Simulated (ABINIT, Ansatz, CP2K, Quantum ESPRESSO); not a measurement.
# CdF2: band gap by level of theory

```
Cd F
1.0
     0.00000    2.69400    2.69400
     2.69400    0.00000    2.69400
     2.69400    2.69400    0.00000
Cd F
1 2
Cartesian
  0.0000 0.0000 0.0000
  4.0410 4.0410 4.0410
  1.3470 1.3470 1.3470
```

| rung | level | program and potentials | cutoff (eV) | k mesh | task | core time | chip | band gap (eV) | notes |
| --- | --- | --- | --- | --- | --- | --- | --- | --- | --- |
| LDA | LDA | ABINIT, JTH PAW LDA v2.0 | 626 | 4 × 4 × 4 | single point | 7.5 s | Arm Neoverse V1 | 2.77 | coarse mesh; 8.67 valence electrons an atom on average; mesh may miss the edge |
| GGA | PBE | Quantum ESPRESSO, SG15 PBE 1.2 | 952 | 4 × 4 × 4 | single point | 9.7 s | Arm Neoverse V1 | 3.13 | coarse mesh; 11.33 valence electrons an atom on average; mesh may miss the edge |
| GGA | PBE | ABINIT, JTH PAW PBE v2.0 | 626 | 4 × 4 × 4 | single point | 9.7 s | Arm Neoverse V1 | 3.07 | coarse mesh; 8.67 valence electrons an atom on average; mesh may miss the edge |
| LDA | LDA | Ansatz, all-electron LAPW, scalar-relativistic | - | 9 × 9 × 9 | band structure | 16 s | Arm Neoverse V2 | 2.80 | from the band path |
| GGA | PBEsol | Ansatz, all-electron LAPW, scalar-relativistic | - | 9 × 9 × 9 | band structure | 16 s | Arm Neoverse V2 | 2.93 | from the band path |
| GGA | PBE | CP2K, POTENTIAL_UZH Cd GTH-PBE-q12, F GTH-PBE-q7; TZVP-MOLOPT-PBE-GTH basis | - | 9 × 9 × 9 | band structure | 53 s | Intel Xeon Platinum 8375C Ice Lake | 3.07 | atomic basis; 8.67 valence electrons an atom on average; from the band path |
| GGA | PBE | ABINIT, JTH PAW PBE v2.0 | 626 | 12 × 12 × 12 | single point | 60 s | Intel Xeon Platinum 8488C Sapphire Rapids | 3.07 | 8.67 valence electrons an atom on average; mesh may miss the edge |
| LDA | LDA | ABINIT, JTH PAW LDA v2.0 | 626 | 12 × 12 × 12 | single point | 63 s | Arm Neoverse V1 | 2.78 | 8.67 valence electrons an atom on average; mesh may miss the edge |
| GGA | PBEsol | ABINIT, JTH PAW PBE v2.0 | 626 | 12 × 12 × 12 | single point | 67 s | Arm Neoverse V1 | 2.91 | potentials made for PBE; 8.67 valence electrons an atom on average; mesh may miss the edge |
| GGA | RPBE | ABINIT, JTH PAW PBE v2.0 | 626 | 9 × 9 × 9 | band structure | 1.8 min | Arm Neoverse V1 | 3.28 | potentials made for PBE; 8.67 valence electrons an atom on average; from the band path |
| GGA | WC | ABINIT, JTH PAW PBE v2.0 | 626 | 9 × 9 × 9 | band structure | 1.9 min | Arm Neoverse V1 | 2.94 | potentials made for PBE; 8.67 valence electrons an atom on average; from the band path |
| GGA | SOGGA | ABINIT, JTH PAW PBE v2.0 | 626 | 9 × 9 × 9 | band structure | 2 min | Arm Neoverse V1 | 2.89 | potentials made for PBE; 8.67 valence electrons an atom on average; from the band path |
| GGA | BP86 | ABINIT, JTH PAW PBE v2.0 | 626 | 9 × 9 × 9 | band structure | 2.3 min | Arm Neoverse V1 | 3.02 | potentials made for PBE; 8.67 valence electrons an atom on average; from the band path |
| GGA | rPW86PBE | ABINIT, JTH PAW PBE v2.0 | 626 | 9 × 9 × 9 | band structure | 3 min | Arm Neoverse V1 | 2.98 | potentials made for PBE; 8.67 valence electrons an atom on average; from the band path |

Times are single runs on shared hosts and different chips, so they are rough; meshes, cutoffs and the tasks' sizes weigh on the time. All rows: no spin polarisation. Gaps are the least found on the k mesh or the band path, and a mesh can miss the band edges. The cell comes from a database and isn't always the measured one. Meshes differ between rows, which moves values too. All levels ran on this one cell, unrelaxed unless noted. Meshes are those of the run's cell of 3 atoms unless a note names another. Runs on faulty files, with rough fits or with known faults for this quantity aren't shown. No row holds spin-orbit coupling.

By rung: LDA 2.78 to 2.80; GGA 2.89 to 3.28; LDA on coarse meshes 2.77; GGA on coarse meshes 3.07 to 3.13; GGA in atomic bases 3.07 (eV).
